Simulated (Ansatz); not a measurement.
# SnS2: the cost of one run

Computed with Ansatz 0.2.0 (DFT PBEsol, scalar-relativistic, plane waves, PAW, unless a step's input says otherwise).

6 further runs of the same task are left out: 6 set aside as unsound or not needed.

## Step 1: The starting structure

Symmetry: P-3m1, No. 164, trigonal system. The conventional cell has a = 3.651 Å, b = 3.651 Å, c = 6.071 Å, α = 90.00°, β = 90.00°, γ = 120.00°. Sn (site symmetry -3m) is surrounded by 6 S at 2.57 Å. S (site symmetry 3m) has 3 Sn at 2.57 Å as nearest neighbours.

As a file:

```
CELL_PARAMETERS angstrom
3.65094 0.00000 0.00000
-1.82547 3.16180 0.00000
0.00000 0.00000 6.07088
ATOMIC_POSITIONS crystal
Sn 0.00000 0.00000 0.00000
S 0.66667 0.33333 0.24279
S 0.33333 0.66667 0.75721
```

This cell was relaxed beforehand with the same method: volume 23.36 Å³/atom, gap on the mesh 1.44 eV.

## Step 2: The cell under 40 GPa

What is minimised here is the enthalpy; the energy can go up as the cell is squeezed.

input.yaml

```yaml
crystal:
  lattice:
    - [3.6509350959, 0.0, 0.0]
    - [-1.8254675479, 3.1618025406, 0.0]
    - [0.0, 0.0, 6.0708839566]
  atoms:
    - { symbol: Sn, position: [0.0, 0.0, 0.0] }
    - { symbol: S, position: [0.6666666667, 0.3333333333, 0.2427910823] }
    - { symbol: S, position: [0.3333333333, 0.6666666667, 0.7572089177] }
basis:
  ecutwfc: 420
kpoints:
  mp_grid: { grid: [12, 12, 6] }
hamiltonian:
  xc: pbesol
scf:
  occupations: { method: fixed }
output:
  forces: true
  stress: true
  eigenvalues: true
relax:
  adjacent_minimum: "off"
  f_tol: 0.001
  max_steps: 60
  cell: { stress_tol: 0.02, p_target: 40.0 }
```

On the command line:

```console
ansatz run input.yaml --threads 1 --pin off --max-ram 3072MiB --backend cpu --events-out ev --progress --plain --runs-dir out
```

What time and memory should one allow on 1 thread of AMD EPYC 9R45 (Zen 5), shared host?

About 27 s, with a peak of 0.48 GiB.
